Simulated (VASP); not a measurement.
Write the native input for VASP 6.6.1 that does the following.

```yaml
Task: single point
Functional: PBEsol
Potentials_or_basis: VASP PAW PBE potentials, release 64 (Cd)
Cutoff: 520 eV
k_mesh: 18 × 18 × 18
Occupations: gaussian, width 0.15 eV
Spin: no spin polarisation
Dipole_correction: no
Further_INCAR_settings: ALGO = Fast; EDIFF = 1e-07; NBANDS = 12
```

The structure of Cd lies in POSCAR:

```
Cd
1.0
    0.0000000000      2.1516052575      2.2181497500
    2.1516052575      0.0000000000      2.2181497500
    2.1516052575      2.1516052575      0.0000000000
Cd
1
Direct
    0.0000000000      0.0000000000      0.0000000000
```

This isn't the form of Cd at room conditions, which is hcp.

The cell isn't the ideal one: strain -0.030 along x and y, +0.000 along z, atoms carried along.

One way to write it, as run:

INCAR

```
SYSTEM = Cd
ALGO = Fast
EDIFF = 1E-7
ENCUT = 520
GGA = PS
ISIF = 2
ISMEAR = 0
LASPH = .True.
LCHARG = .True.
LELF = .True.
LREAL = .False.
LVHAR = .True.
LWAVE = .False.
NBANDS = 12
NELM = 60
PREC = Accurate
SIGMA = 0.15
```

KPOINTS

```
k-points
0
Gamma
  18 18 18
  0 0 0
```

Potentials or basis: VASP PAW PBE potentials, release 64 (Cd).

Command:

```sh
$ cat potpaw_PBE.64/Cd/POTCAR > POTCAR
$ mpirun -np 1 vasp_std > vasp.out
```

It gave:

The pressure is 1.7 GPa and the band gap on the k mesh is none (metal or under the smearing width).

Caveat: the PAW data sets were made with another functional, which shifts forces and pressure a little.

Wall time 49 s on 1 thread of Intel(R) Xeon(R) Platinum 8488C (Sapphire Rapids) (shared host), peak memory 0.22 GiB.
